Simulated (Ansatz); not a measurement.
Input, command and steps of an Ansatz relaxation.

```yaml
crystal:
  lattice:
    - [4.3283951478, -4.3283951478, -4.3283951478]
    - [-4.3283951478, -4.3283951478, 4.3283951478]
    - [-4.3283951478, 4.3283951478, -4.3283951478]
  atoms:
    - { symbol: C, position: [0.0, 0.25, 0.5] }
    - { symbol: Be, position: [0.0, 0.5002052559, 0.2524367858] }
    - { symbol: Be, position: [0.0, 0.75, 0.0] }
    - { symbol: Be, position: [0.7524367858, 0.25, 0.7502052559] }
    - { symbol: Be, position: [0.0, 0.0024367858, 0.7502052559] }
    - { symbol: Be, position: [0.7524367858, 0.5002052559, 0.5] }
    - { symbol: Be, position: [0.7497947441, 0.7522315299, 0.2497947441] }
    - { symbol: Be, position: [0.5, 0.25, 0.0] }
    - { symbol: Be, position: [0.7497947441, -0.0002052559, 0.0022315299] }
    - { symbol: Be, position: [0.4977684701, 0.4975632142, 0.7475632142] }
    - { symbol: Be, position: [0.5, 0.75, 0.5] }
    - { symbol: Be, position: [0.2502052559, 0.25, 0.2524367858] }
    - { symbol: Be, position: [0.5022315299, -0.0002052559, 0.2497947441] }
    - { symbol: Be, position: [0.2475632142, 0.4975632142, -0.0022315299] }
    - { symbol: Be, position: [0.2475632142, 0.7477684701, 0.7475632142] }
    - { symbol: Be, position: [0.2502052559, 0.0024367858, 0.5] }
    - { symbol: Be, position: [0.4847370705, 0.7347370705, -0.0152629295] }
    - { symbol: Be, position: [0.5, 0.0, 0.75] }
    - { symbol: Be, position: [0.5152629295, 0.25, 0.5] }
    - { symbol: Be, position: [0.25, 0.75, 0.25] }
    - { symbol: Be, position: [0.5, 0.5, 0.25] }
    - { symbol: Be, position: [0.25, 0.0, 0.0] }
    - { symbol: Be, position: [0.254400403, 0.25, 0.754400403] }
    - { symbol: Be, position: [0.0, 0.7652629295, 0.5] }
    - { symbol: Be, position: [0.254400403, 0.504400403, 0.5] }
    - { symbol: Be, position: [0.0, -0.004400403, 0.245599597] }
    - { symbol: Be, position: [0.0, 0.25, 0.0152629295] }
    - { symbol: Be, position: [0.75, 0.75, 0.75] }
    - { symbol: Be, position: [0.0, 0.504400403, 0.754400403] }
    - { symbol: Be, position: [0.745599597, -0.004400403, 0.5] }
    - { symbol: Be, position: [0.745599597, 0.25, 0.245599597] }
    - { symbol: Be, position: [0.75, 0.5, 0.0] }
    - { symbol: C, position: [0.2520504346, 0.7508372633, 0.0008372633] }
    - { symbol: C, position: [0.2487868287, 0.9979495654, 0.7487868287] }
    - { symbol: C, position: [0.2268704651, 0.25, 0.5] }
    - { symbol: C, position: [0.0, 0.7491627367, 0.2512131713] }
    - { symbol: C, position: [0.2487868287, 0.4987868287, 0.2479495654] }
    - { symbol: C, position: [1.0, 1.0012131713, 0.9991627367] }
    - { symbol: C, position: [0.0, 0.25, 0.7268704651] }
    - { symbol: C, position: [0.7512131713, 0.7491627367, 0.5] }
    - { symbol: C, position: [0.0, 0.4768704651, 0.5] }
    - { symbol: C, position: [0.7731295349, 1.0231295349, 0.2731295349] }
    - { symbol: C, position: [0.7512131713, 0.25, -0.0008372633] }
    - { symbol: C, position: [0.5008372633, 0.7508372633, 0.7520504346] }
    - { symbol: C, position: [0.7479495654, 0.4987868287, 0.7487868287] }
    - { symbol: C, position: [0.4991627367, 1.0012131713, 0.5] }
    - { symbol: C, position: [0.4991627367, 0.25, 0.2512131713] }
    - { symbol: C, position: [0.5008372633, 0.5020504346, 0.0008372633] }
  host:
    lattice:
      - [0.0, 2.1641975739, 2.1641975739]
      - [2.1641975739, 0.0, 2.1641975739]
      - [2.1641975739, 2.1641975739, 0.0]
    atoms:
      - { symbol: Be, position: [0.75, 0.75, 0.75] }
      - { symbol: Be, position: [0.25, 0.25, 0.25] }
      - { symbol: C, position: [0.0, 0.0, 0.0] }
total_charge: 2
basis:
  ecutwfc: 420
  xc_grid: 2
kpoints:
  mp_grid: { grid: [2, 2, 2], shift: [0.5, 0.5, 0.5] }
hamiltonian:
  xc: pbe
scf:
  occupations: { method: gaussian, width: 0.01 }
output:
  forces: true
  stress: false
  eigenvalues: true
  charged_corrections:
    defect_position: [0.0, 0.25, 0.5]
    epsilon: [[14.9226, 0.0, 0.0], [0.0, 14.9226, 0.0], [0.0, 0.0, 14.9226]]
  write_density: true
  write_potential: true
  elf: true
  volumetric_format: npy
relax:
  adjacent_minimum: "off"
  f_tol: 0.025
  max_steps: 45
```

```bash
ansatz run input.yaml --threads 4 --pin off --max-ram 6144MiB --backend cpu --events-out ev --progress --plain --runs-dir out
```

Computed with DFT PBE, scalar-relativistic, plane waves, PAW in Ansatz.

The cell holds a point defect: C on a Be site (c), charge +2.

Of 4 frames 3 are shown, positions in Å and forces in eV/Å; the SCF threshold varies from step to step.

```xyz
48
Lattice="4.3284 -4.3284 -4.3284 -4.3284 -4.3284 4.3284 -4.3284 4.3284 -4.3284" Properties=species:S:1:pos:R:3:forces:R:3 pbc="T T T" step=1 free_energy_over_end_meV_per_atom=0.51
C    -3.2463    1.0821   -1.0821    0.0000    0.0000    0.0000
Be   -3.2577   -1.0724    1.0724    0.1134   -0.0561    0.0561
Be   -3.2463   -3.2463    3.2463    0.0000    0.0000    0.0000
Be   -1.0724   -1.0918   -5.4219   -0.0561    0.0561    0.1134
Be   -3.2577    3.2366   -3.2366    0.1134    0.0561   -0.0561
Be   -1.0724   -3.2577   -3.2560   -0.0561    0.1134    0.0561
Be   -1.0918   -5.4202   -1.0707    0.0561    0.0561   -0.1134
Be    1.0821   -3.2463   -1.0821    0.0000    0.0000    0.0000
Be    3.2366   -3.2349   -3.2560    0.0561   -0.1134    0.0561
Be   -3.2349   -1.0724   -3.2366   -0.1134   -0.0561   -0.0561
Be   -3.2463   -3.2463   -1.0821    0.0000    0.0000    0.0000
Be   -1.0918   -1.0724   -1.0935    0.0561   -0.0561    0.1134
Be    1.0935   -1.0918   -3.2560   -0.1134    0.0561    0.0561
Be   -1.0724   -3.2349    1.0918   -0.0561   -0.1134   -0.0561
Be   -5.4008   -1.0724   -1.0707   -0.0561   -0.0561   -0.1134
Be   -1.0918    1.0707   -3.2366    0.0561    0.1134   -0.0561
Be   -1.0160   -5.3444    1.1482    0.0189    0.0189    0.0189
Be   -1.0821    1.0821   -5.4105    0.0000    0.0000    0.0000
Be   -1.0160   -1.1482   -3.3124    0.0189   -0.0189   -0.0189
Be   -3.2463   -3.2463    1.0821    0.0000    0.0000    0.0000
Be   -1.0821   -3.2463   -1.0821    0.0000    0.0000    0.0000
Be    1.0821   -1.0821   -1.0821    0.0000    0.0000    0.0000
Be   -3.2463    1.0821   -3.2844    0.0000    0.0000   -0.0164
Be   -5.4766   -1.1482    1.1482   -0.0189   -0.0189    0.0189
Be   -3.2463   -1.1202   -1.0821    0.0000   -0.0164    0.0000
Be   -1.0440    1.0821   -1.0821    0.0164    0.0000    0.0000
Be   -1.1482   -1.0160    1.0160   -0.0189    0.0189   -0.0189
Be   -3.2463   -3.2463   -3.2463    0.0000    0.0000    0.0000
Be   -5.4486    1.0821   -1.0821   -0.0164    0.0000    0.0000
Be    1.0821   -1.0440   -5.4105    0.0000    0.0164    0.0000
Be    1.0821   -3.2463   -3.2082    0.0000    0.0000    0.0164
Be    1.0821   -5.4105   -1.0821    0.0000    0.0000    0.0000
C    -2.1626   -4.3373    2.1553    0.0886   -0.0110   -0.0110
C    -6.4837   -2.1553    0.0016    0.0110    0.0110    0.0886
C    -2.2643    0.1001   -2.0641   -0.1961    0.1961    0.1961
C    -4.3300   -2.1553    2.1553   -0.0886    0.0110   -0.0110
C    -2.1553   -2.1626    0.0089    0.0110    0.0886    0.0110
C    -4.3300   -4.3373   -4.3195   -0.0886   -0.0110    0.0110
C    -4.2283    2.0641   -2.0641    0.1961   -0.1961    0.1961
C    -2.1553   -4.3300   -2.1731    0.0110   -0.0886   -0.0110
C    -4.2283    0.1001   -0.1001    0.1961    0.1961   -0.1961
C    -2.2643   -6.5927   -0.1001   -0.1961   -0.1961   -0.1961
C     2.1731   -4.3373   -2.1658    0.0110   -0.0110   -0.0886
C    -4.3373   -2.1626   -2.1731   -0.0110    0.0886   -0.0110
C    -2.1626   -2.1553   -4.3195    0.0886    0.0110    0.0110
C    -4.3373   -4.3300    0.0089   -0.0110   -0.0886    0.0110
C    -0.0089   -2.1553   -2.1658   -0.0110    0.0110   -0.0886
C    -0.0089   -4.3373    0.0016   -0.0110   -0.0110    0.0886
48
Lattice="4.3284 -4.3284 -4.3284 -4.3284 -4.3284 4.3284 -4.3284 4.3284 -4.3284" Properties=species:S:1:pos:R:3:forces:R:3 pbc="T T T" step=2 free_energy_over_end_meV_per_atom=0.22
C    -3.2463    1.0821   -1.0821    0.0000    0.0000    0.0000
Be   -3.2538   -1.0735    1.0735    0.0776   -0.0298    0.0298
Be   -3.2463   -3.2463    3.2463    0.0000    0.0000    0.0000
Be   -1.0735   -1.0907   -5.4180   -0.0298    0.0298    0.0776
Be   -3.2538    3.2377   -3.2377    0.0776    0.0298   -0.0298
Be   -1.0735   -3.2538   -3.2549   -0.0298    0.0776    0.0298
Be   -1.0907   -5.4191   -1.0746    0.0298    0.0298   -0.0776
Be    1.0821   -3.2463   -1.0821    0.0000    0.0000    0.0000
Be    3.2377   -3.2388   -3.2549    0.0298   -0.0776    0.0298
Be   -3.2388   -1.0735   -3.2377   -0.0776   -0.0298   -0.0298
Be   -3.2463   -3.2463   -1.0821    0.0000    0.0000    0.0000
Be   -1.0907   -1.0735   -1.0896    0.0298   -0.0298    0.0776
Be    1.0896   -1.0907   -3.2549   -0.0776    0.0298    0.0298
Be   -1.0735   -3.2388    1.0907   -0.0298   -0.0776   -0.0298
Be   -5.4019   -1.0735   -1.0746   -0.0298   -0.0298   -0.0776
Be   -1.0907    1.0746   -3.2377    0.0298    0.0776   -0.0298
Be   -1.0179   -5.3463    1.1463    0.0044    0.0044    0.0044
Be   -1.0821    1.0821   -5.4105    0.0000    0.0000    0.0000
Be   -1.0179   -1.1463   -3.3105    0.0044   -0.0044   -0.0044
Be   -3.2463   -3.2463    1.0821    0.0000    0.0000    0.0000
Be   -1.0821   -3.2463   -1.0821    0.0000    0.0000    0.0000
Be    1.0821   -1.0821   -1.0821    0.0000    0.0000    0.0000
Be   -3.2463    1.0821   -3.2852    0.0000    0.0000    0.0045
Be   -5.4747   -1.1463    1.1463   -0.0044   -0.0044    0.0044
Be   -3.2463   -1.1210   -1.0821    0.0000    0.0045    0.0000
Be   -1.0432    1.0821   -1.0821   -0.0045    0.0000    0.0000
Be   -1.1463   -1.0179    1.0179   -0.0044    0.0044   -0.0044
Be   -3.2463   -3.2463   -3.2463    0.0000    0.0000    0.0000
Be   -5.4494    1.0821   -1.0821    0.0045    0.0000    0.0000
Be    1.0821   -1.0432   -5.4105    0.0000   -0.0045    0.0000
Be    1.0821   -3.2463   -3.2074    0.0000    0.0000   -0.0045
Be    1.0821   -5.4105   -1.0821    0.0000    0.0000    0.0000
C    -2.1617   -4.3381    2.1545    0.0440   -0.0042   -0.0042
C    -6.4829   -2.1545    0.0025    0.0042    0.0042    0.0440
C    -2.2683    0.1041   -2.0601   -0.1227    0.1227    0.1227
C    -4.3309   -2.1545    2.1545   -0.0440    0.0042   -0.0042
C    -2.1545   -2.1617    0.0097    0.0042    0.0440    0.0042
C    -4.3309   -4.3381   -4.3187   -0.0440   -0.0042    0.0042
C    -4.2243    2.0601   -2.0601    0.1227   -0.1227    0.1227
C    -2.1545   -4.3309   -2.1739    0.0042   -0.0440   -0.0042
C    -4.2243    0.1041   -0.1041    0.1227    0.1227   -0.1227
C    -2.2683   -6.5967   -0.1041   -0.1227   -0.1227   -0.1227
C     2.1739   -4.3381   -2.1667    0.0042   -0.0042   -0.0440
C    -4.3381   -2.1617   -2.1739   -0.0042    0.0440   -0.0042
C    -2.1617   -2.1545   -4.3187    0.0440    0.0042    0.0042
C    -4.3381   -4.3309    0.0097   -0.0042   -0.0440    0.0042
C    -0.0097   -2.1545   -2.1667   -0.0042    0.0042   -0.0440
C    -0.0097   -4.3381    0.0025   -0.0042   -0.0042    0.0440
48
Lattice="4.3284 -4.3284 -4.3284 -4.3284 -4.3284 4.3284 -4.3284 4.3284 -4.3284" Properties=species:S:1:pos:R:3:forces:R:3 pbc="T T T" step=4 free_energy_over_end_meV_per_atom=0.00
C    -3.2463    1.0821   -1.0821    0.0000    0.0000    0.0000
Be   -3.2433   -1.0747    1.0747    0.0047   -0.0017    0.0017
Be   -3.2463   -3.2463    3.2463    0.0000    0.0000    0.0000
Be   -1.0747   -1.0895   -5.4075   -0.0017    0.0017    0.0047
Be   -3.2433    3.2389   -3.2389    0.0047    0.0017   -0.0017
Be   -1.0747   -3.2433   -3.2537   -0.0017    0.0047    0.0017
Be   -1.0895   -5.4179   -1.0851    0.0017    0.0017   -0.0047
Be    1.0821   -3.2463   -1.0821    0.0000    0.0000    0.0000
Be    3.2389   -3.2493   -3.2537    0.0017   -0.0047    0.0017
Be   -3.2493   -1.0747   -3.2389   -0.0047   -0.0017   -0.0017
Be   -3.2463   -3.2463   -1.0821    0.0000    0.0000    0.0000
Be   -1.0895   -1.0747   -1.0791    0.0017   -0.0017    0.0047
Be    1.0791   -1.0895   -3.2537   -0.0047    0.0017    0.0017
Be   -1.0747   -3.2493    1.0895   -0.0017   -0.0047   -0.0017
Be   -5.4031   -1.0747   -1.0851   -0.0017   -0.0017   -0.0047
Be   -1.0895    1.0851   -3.2389    0.0017    0.0047   -0.0017
Be   -1.0246   -5.3530    1.1396   -0.0155   -0.0155   -0.0155
Be   -1.0821    1.0821   -5.4105    0.0000    0.0000    0.0000
Be   -1.0246   -1.1396   -3.3038   -0.0155    0.0155    0.0155
Be   -3.2463   -3.2463    1.0821    0.0000    0.0000    0.0000
Be   -1.0821   -3.2463   -1.0821    0.0000    0.0000    0.0000
Be    1.0821   -1.0821   -1.0821    0.0000    0.0000    0.0000
Be   -3.2463    1.0821   -3.2846    0.0000    0.0000   -0.0060
Be   -5.4680   -1.1396    1.1396    0.0155    0.0155   -0.0155
Be   -3.2463   -1.1204   -1.0821    0.0000   -0.0060    0.0000
Be   -1.0438    1.0821   -1.0821    0.0060    0.0000    0.0000
Be   -1.1396   -1.0246    1.0246    0.0155   -0.0155    0.0155
Be   -3.2463   -3.2463   -3.2463    0.0000    0.0000    0.0000
Be   -5.4488    1.0821   -1.0821   -0.0060    0.0000    0.0000
Be    1.0821   -1.0438   -5.4105    0.0000    0.0060    0.0000
Be    1.0821   -3.2463   -3.2080    0.0000    0.0000    0.0060
Be    1.0821   -5.4105   -1.0821    0.0000    0.0000    0.0000
C    -2.1626   -4.3401    2.1525    0.0207    0.0038    0.0038
C    -6.4809   -2.1525    0.0016   -0.0038   -0.0038    0.0207
C    -2.2761    0.1119   -2.0523    0.0184   -0.0184   -0.0184
C    -4.3300   -2.1525    2.1525   -0.0207   -0.0038    0.0038
C    -2.1525   -2.1626    0.0117   -0.0038    0.0207   -0.0038
C    -4.3300   -4.3401   -4.3167   -0.0207    0.0038   -0.0038
C    -4.2165    2.0523   -2.0523   -0.0184    0.0184   -0.0184
C    -2.1525   -4.3300   -2.1759   -0.0038   -0.0207    0.0038
C    -4.2165    0.1119   -0.1119   -0.0184   -0.0184    0.0184
C    -2.2761   -6.6045   -0.1119    0.0184    0.0184    0.0184
C     2.1759   -4.3401   -2.1658   -0.0038    0.0038   -0.0207
C    -4.3401   -2.1626   -2.1759    0.0038    0.0207    0.0038
C    -2.1626   -2.1525   -4.3167    0.0207   -0.0038   -0.0038
C    -4.3401   -4.3300    0.0117    0.0038   -0.0207   -0.0038
C    -0.0117   -2.1525   -2.1658    0.0038   -0.0038   -0.0207
C    -0.0117   -4.3401    0.0016    0.0038    0.0038    0.0207
```

The run took 14 s on 4 threads of Arm Neoverse V1, on a shared host, peak memory 0.69 GiB.